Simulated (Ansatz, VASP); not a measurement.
## Two plane-wave programs on MgH

```
CELL_PARAMETERS angstrom
2.98424 0.00000 0.00000
0.00000 2.98424 0.00000
0.00000 0.00000 5.39730
ATOMIC_POSITIONS crystal
Mg 0.00000 0.50000 0.75756
Mg 0.50000 0.00000 0.24244
H 0.00000 0.50000 0.37574
H 0.50000 0.00000 0.62426
```

Change from the starting cell: species swapped into the HfAu type (P4/nmm, No. 129).

Alike in both runs: functional PBE; k mesh 6 × 6 × 4; occupations gaussian, width 0.1 eV; no spin polarisation.

Ansatz relaxed the structure, and its values are those at the end. VASP's run is a single point on that final structure, the one shown.

|  | VASP | Ansatz |
| --- | --- | --- |
| version | VASP 6.6.1 | Ansatz 0.2.0 |
| potentials or method | VASP PAW PBE potentials, release 64 (Mg, H) | scalar-relativistic, plane waves, PAW |
| plane-wave cutoff (eV) | 520 | 420 |
| valence electrons in the cell | 6 | 22 |

|  | VASP | Ansatz | Ansatz less VASP |
| --- | --- | --- | --- |
| gap on the k mesh at the Fermi level (eV) | none | none | - |
| pressure (GPa) | -0.1 | 0.2 | +0.25 |
| rms of the force components (eV/Å) | 0.008 | 0.009 | +0.0003 |

A gap of «none» marks a metal or a gap that the smearing closes. The two sets of potentials don't hold the same shells in valence.
